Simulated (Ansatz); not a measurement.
Space group Pm-3m (No. 221). a = 4.024 Å, b = 4.024 Å, c = 4.024 Å, α = 90.00°, β = 90.00°, γ = 90.00°
```csv
atom,site,symmetry,x,y,z
K,1a,m-3m,0.0000,0.0000,0.0000
Ta,1b,m-3m,0.5000,0.5000,0.5000
O,3c,4/mm.m,0.5000,0.0000,0.5000
```

Equation of state of this KTaO3 structure (not necessarily the ground state), with shape and atoms relaxed at each volume where symmetry leaves them free. The calculation used DFT PBE, scalar-relativistic, plane waves, PAW (Ansatz 0.2.0).

Plane waves to 420 eV, a k mesh through Γ of 8×8×8 on the computed 5-atom cell and Gaussian smearing (0.02 eV); no spin polarisation.

| V (Å³/atom) | E − E(largest V) (meV/atom) | P (GPa) | gap on mesh (eV) |
| --- | --- | --- | --- |
| 11.472 | 74.68 | 31.94 | 2.44 |
| 11.863 | 9.31 | 21.89 | 2.37 |
| 12.254 | -33.46 | 13.37 | 2.30 |
| 12.645 | -57.03 | 6.14 | 2.23 |
| 13.036 | -64.34 | 0.00 | 2.16 |
| 13.427 | -57.75 | -5.21 | 2.09 |
| 13.818 | -39.54 | -9.63 | 2.02 |
| 14.339 | 0.00 | -14.48 | 1.93 |

Task: Fit a third-order Birch–Murnaghan equation, E = E0 + (9V0B0/16)·[(x − 1)³B0' + (x − 1)²(6 − 4x)] with x = (V0/V)^(2/3), to E(V).

Result: V0 = 13.04 Å³/atom, B0 = 188 GPa, B0' = 4.4.

Spin-orbit coupling is left out, which matters for the bands of heavy elements.

The cell was reached from a generator's guess, though it ends in a space group that the Crystallography Open Database lists for this formula.
